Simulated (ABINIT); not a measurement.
# CdS (Greenockite) (P6_3mc) in ABINIT: single point with PBEsol

Aim: the single point of CdS (Greenockite) with PBEsol.

All numbers are computed with ABINIT 10.8.3 (patched build); they aren't measurements. Logs are shortened: lines on timing, memory, paths and dates and some standing lists are left out, and cuts for length are marked. The log counts tension as positive stress, the text compression.

**Measured values to compare with.**

From “Isotope dependence of band-gap energy”, 2008, arxiv:0807.2152, for a bulk crystal of CdS: band gap 2.5809 ± 0.0002 eV.

The results are compared with them further down.

### 1 The crystal as given

The structure is hexagonal, space group P6_3mc (No. 186). The conventional cell has a = 4.150 Å, b = 4.150 Å, c = 6.737 Å, α = 90.00°, β = 90.00°, γ = 120.00°. Cd (site symmetry 3m) has 4 S at 2.53 to 2.54 Å as nearest neighbours. S (site symmetry 3m) is surrounded by 4 Cd at 2.53 to 2.54 Å.

### 2 Single point, PBEsol

Input file run.abi:

```
# Pseudopotentials
pp_dirpath "./"
pseudos "Cd.GGA_PBE-JTH.xml, S.GGA_PBE-JTH.xml"

# Structure
acell 7.8423634172 7.8423634172 12.7310849016
rprim
     1.0000000000     0.0000000000     0.0000000000
    -0.5000000000     0.8660254038     0.0000000000
     0.0000000000     0.0000000000     1.0000000000
ntypat 2
znucl 48 16
natom 4
typat 1 1 2 2
xred
     0.6666666667     0.3333333333     0.5000000000
     0.3333333333     0.6666666667     0.0000000000
     0.6666666667     0.3333333333     0.8750000000
     0.3333333333     0.6666666667     0.3750000000

# Plane-wave basis
ecut 20.0
pawecutdg 40.0

# k points
kptopt 1
ngkpt 6 6 3
nshiftk 1
shiftk 0.0 0.0 0.0

# Exchange and correlation
ixc -116133

# Bands and occupations
nband 22
occopt 3
tsmear 0.00183747

# SCF cycle
nstep 100
tolvrs 1.0e-9

# Output
iomode 3
prtwf 0
prtden 0
prteig 0
prtebands 0
enunit 1
prtvol 2
```

Potentials or basis: JTH PAW PBE v2.0.

Launch:

```bash
> abinit run.abi > log 2>&1
```

run.abo:

```text
.Version 10.8.3 of ABINIT
 Symmetries : space group P6_3 m c (#186); Bravais hP (primitive hexag.)
================================================================================
 Values of the parameters that define the memory need of the present run
     intxc =       0    ionmov =       0      iscf =      17    lmnmax =      18
     lnmax =       6     mgfft =      54  mpssoang =       3    mqgrid =    3625
     natom =       4  nloc_mem =       2    nspden =       1   nspinor =       1
    nsppol =       1      nsym =      12    n1xccc =       1    ntypat =       2
    occopt =       3   xclevel =       2
       mpw =        2916          nfft =       55296          nkpt =          14
 PAW method is used; the additional fine FFT grid is defined by:
   mgfftf=        75    nfftf =    172800
================================================================================
================================================================================

--------------------------------------------------------------------------------
------------- Echo of variables that govern the present computation ------------
--------------------------------------------------------------------------------
 -outvars: echo values of preprocessed input variables --------
            acell      7.8423634172E+00  7.8423634172E+00  1.2731084902E+01 Bohr
              amu      1.12411000E+02  3.20660000E+01
             ecut      2.00000000E+01 Hartree
           enunit           1
              ixc     -116133
         kptrlatt        6    0    0      0    6    0      0    0    3
          kptrlen      3.81932547E+01
            natom           4
            nband          22
            ngfft          32      32      54
          ngfftdg          48      48      75
             nkpt          14
            nstep         100
             nsym          12
           ntypat           2
           occopt           3
        pawecutdg      4.00000000E+01 Hartree
         pawxcdev           0
           prtden           0
        prtebands           0
           prteig           0
           prtvol           2
            prtwf           0
            rprim      1.0000000000E+00  0.0000000000E+00  0.0000000000E+00
                      -5.0000000000E-01  8.6602540380E-01  0.0000000000E+00
                       0.0000000000E+00  0.0000000000E+00  1.0000000000E+00
          spgroup         186
           tolvrs      1.00000000E-09
           tsmear      1.83747000E-03 Hartree
            typat      1  1  2  2
           useylm           1
           xangst      2.0749999986E+00  1.1980018078E+00  3.3684999977E+00
                      -5.4679420442E-16  2.3960036156E+00  0.0000000000E+00
[... 294 lines left out ...]
   2.25267    2.29836    6.47009    7.06088    8.61243    8.86049
 kpt#  12, nband= 22, wtk=  0.11111, kpt=  0.1667  0.1667  0.3333 (reduced coord)
  -8.63985   -8.49451   -4.20920   -4.19702   -4.13926   -4.12917   -4.03092   -3.95505
  -3.85195   -3.84696   -3.78137   -3.56582   -0.19599    0.52675    1.46943    1.83769
   2.38099    2.54130    6.88703    7.74755    8.67592    8.79963
 kpt#  13, nband= 22, wtk=  0.22222, kpt=  0.3333  0.1667  0.3333 (reduced coord)
  -8.49786   -8.42723   -4.18266   -4.16199   -4.10897   -4.05643   -3.94790   -3.91862
  -3.83690   -3.82378   -3.52856   -3.36530   -0.70599   -0.37575    1.13859    1.65498
   1.83560    2.33842    7.06933    7.75669    8.71881    9.10768
 kpt#  14, nband= 22, wtk=  0.03704, kpt=  0.3333  0.3333  0.3333 (reduced coord)
  -8.42890   -8.42874   -4.17523   -4.11646   -4.11643   -4.04164   -3.89249   -3.89247
  -3.87900   -3.86139   -3.31804   -3.31801   -0.61831   -0.61826    0.57077    1.29776
   2.04475    2.04481    7.82804    7.82805    8.60078    9.80480
 Total charge density [el/Bohr^3]
)     Maximum=    7.6542E-01  at reduced coord.    0.3333    0.6667    0.0000
)Next maximum=    7.6126E-01  at reduced coord.    0.6667    0.3333    0.4933
)     Minimum=   -2.2460E-01  at reduced coord.    0.3333    0.6667    0.3733
)Next minimum=   -2.2125E-01  at reduced coord.    0.6667    0.3333    0.8800
   Integrated=    3.6000E+01

--- !EnergyTerms
iteration_state     : {dtset: 1, }
comment             : Components of total free energy in Hartree
kinetic             :  3.44814800501559E+01
hartree             :  2.87684638576625E+01
xc                  : -1.36492984598520E+01
Ewald energy        : -8.48816928033750E+01
psp_core            :  3.08652001128204E+00
local_psp           : -8.96119938185437E+01
PAW spherical_terms :  5.99111849244522E+00
internal            : -1.15815402670225E+02
'-kT*entropy'       : -4.12457939024393E-08
total_energy        : -1.15815402711471E+02
total_energy_eV     : -3.15149765641567E+03
...

--- !EnergyTermsDC
iteration_state     : {dtset: 1, }
comment             : '"Double-counting" decomposition of free energy'
band_energy         : -3.58249668894874E+00
Ewald energy        : -8.48816928033750E+01
psp_core            :  3.08652001128204E+00
xc_dc               : -2.71220752428430E+01
PAW spherical_terms : -3.31566076045043E+00
internal            : -1.15815405484335E+02
'-kT*entropy'       : -4.12457939024393E-08
total_energy_dc     : -1.15815405525581E+02
total_energy_dc_eV  : -3.15149773299151E+03
...

--- !EnergyTermsWithPAWCore
iteration_state     : {dtset: 1, }
comment             : 'Components of total free energy, including PAW core contributions'
Total energy        : -1.19814239266081E+04
Total energy DC     : -1.19814239294222E+04
Total energy (eV)   : -3.26031154243770E+05
Total energy DC (eV): -3.26031154320346E+05
...

 Cartesian components of stress tensor (hartree/bohr^3)
  sigma(1 1)=  3.87244127E-05  sigma(3 2)=  0.00000000E+00
  sigma(2 2)=  3.87244125E-05  sigma(3 1)=  0.00000000E+00
  sigma(3 3)=  1.96509163E-05  sigma(2 1)=  0.00000000E+00

-Cartesian components of stress tensor (GPa)         [Pressure= -9.5226E-01 GPa]
- sigma(1 1)=  1.13931156E+00  sigma(3 2)=  0.00000000E+00
- sigma(2 2)=  1.13931155E+00  sigma(3 1)=  0.00000000E+00
- sigma(3 3)=  5.78149919E-01  sigma(2 1)=  0.00000000E+00

== END DATASET(S) ==============================================================
================================================================================

 -outvars: echo values of variables after computation  --------
            acell      7.8423634172E+00  7.8423634172E+00  1.2731084902E+01 Bohr
           etotal     -1.1581540553E+02
            fcart      5.4935382714E-28  3.1716957997E-28 -1.2781406201E-03
                      -5.4935382714E-28 -3.1716957997E-28 -1.2781406201E-03
                       2.7467691357E-28  1.5858478999E-28  1.2781406201E-03
                      -2.7467691357E-28 -1.5858478999E-28  1.2781406201E-03
            rprim      1.0000000000E+00  0.0000000000E+00  0.0000000000E+00
                      -5.0000000000E-01  8.6602540380E-01  0.0000000000E+00
                       0.0000000000E+00  0.0000000000E+00  1.0000000000E+00
           strten      3.8724412695E-05  3.8724412530E-05  1.9650916344E-05
                       0.0000000000E+00  0.0000000000E+00  0.0000000000E+00
           xangst      2.0749999986E+00  1.1980018078E+00  3.3684999977E+00
                      -5.4679420442E-16  2.3960036156E+00  0.0000000000E+00
                       2.0749999986E+00  1.1980018078E+00  5.8948749960E+00
                      -5.4679420442E-16  2.3960036156E+00  2.5263749983E+00
             xred      6.6666666667E-01  3.3333333333E-01  5.0000000000E-01
                       3.3333333333E-01  6.6666666667E-01  0.0000000000E+00
                       6.6666666667E-01  3.3333333333E-01  8.7500000000E-01
                       3.3333333333E-01  6.6666666667E-01  3.7500000000E-01
 Calculation completed.
```

Run time: 1.9 min. Hardware: 1 thread of Arm Neoverse V2, shared host; peak memory 0.16 GiB.

What came out:

```
Free energy                                           : -3151.4977 eV
Largest force                                         : 0.066 eV/Å
Band gap on the k mesh                                : 1.04 eV, direct
Valence electrons inside the program's atomic spheres : Cd 10.47, 10.46; S 3.55
```

Forces in eV/Å, atoms in the order of the input:
```
Cd   0.000  0.000 -0.066
Cd   0.000  0.000 -0.066
S    0.000  0.000  0.066
S    0.000  0.000  0.066
```

Caveat: the cutoff is too short for stress, so the log's stress isn't used; the PAW data sets were made with another functional, which shifts forces and pressure a little.

### 3 How close it comes

Step 2. Against the measured gap of CdS, 2.5809 eV (quoted in “Isotope dependence of band-gap energy”, 2008, arxiv:0807.2152), the calculated 1.04 eV is off by -1.55 eV. So large a miss can be the level of theory's own, or it may mean another phase, state or a wrong row. Spin-orbit coupling on Cd is left out. The value is that of PBEsol, without temperature or zero-point motion. Semilocal functionals fall short of measured gaps as a rule.
